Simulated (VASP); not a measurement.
An input for Quantum ESPRESSO's pw.x (written as the equivalent of a VASP run, and not itself run):

```
&CONTROL
  calculation = 'vc-relax'
  pseudo_dir = './pseudo'
  outdir = './out'
  tprnfor = .true.
  tstress = .true.
  nstep = 60
  forc_conv_thr = 0.00039
/
&SYSTEM
  ibrav = 0
  nat = 2
  ntyp = 2
  ecutwfc = 84
  occupations = 'smearing'
  smearing = 'methfessel-paxton'
  degauss = 0.00735
  input_dft = 'pbesol'
/
&ELECTRONS
  conv_thr = 7.3e-08
  electron_maxstep = 100
/
&IONS
/
&CELL
/
ATOMIC_SPECIES
  In 114.818 In.upf
  N 14.007 N.upf
CELL_PARAMETERS angstrom
     0.0000000    2.4945657    2.4945657
     2.4945657    0.0000000    2.4945657
     2.4945657    2.4945657   -0.0000000
ATOMIC_POSITIONS crystal
  In   0.0000000  0.0000000  0.0000000
  N    0.2500000  0.2500000  0.2500000
K_POINTS automatic
  11 11 11 0 0 0
```

### Question
Translate this input to VASP (INCAR, KPOINTS, POSCAR, choice of POTCAR).

### Answer
This is not unique; one that fits is 
**INCAR**
```
ALGO=Normal
EDIFF=1E-6
EDIFFG=-0.01
ENCUT=520
GGA=PS
IBRION=2
ISIF=3
ISMEAR=1
LASPH=.True.
LCHARG=.False.
LMAXMIX=4
LREAL=.False.
LWAVE=.False.
NELM=100
NSW=60
PREC=Accurate
SIGMA=0.1
SYSTEM=InN
```

File KPOINTS:
```
Automatic mesh
0
Gamma
11 11 11
0 0 0
```

**POSCAR**
```
InN
1.0
  0.0000000000   2.4945657295   2.4945657295
  2.4945657295   0.0000000000   2.4945657295
  2.4945657295   2.4945657295   0.0000000000
In N
1 1
Cart
  0.0000000000   0.0000000000   0.0000000000
  1.2472828648   1.2472828648   1.2472828648
```

POTCAR, in this order: In_d N (PBE.64 set). Program: vasp_std.

Limits of the translation: the potentials are each code's own (VASP's PAW set, PseudoDojo norm-conserving files in pw.x), so ENCUT and ecutwfc are chosen apart and not converted; conv_thr bounds pw.x's estimated SCF error, while EDIFF bounds the energy change between steps; forc_conv_thr acts on force components and is met together with etot_conv_thr.

The compound is InN in the zinc blende structure, a metastable form; wurtzite is the usual one. It was relaxed first. The start is the result of an earlier pass.
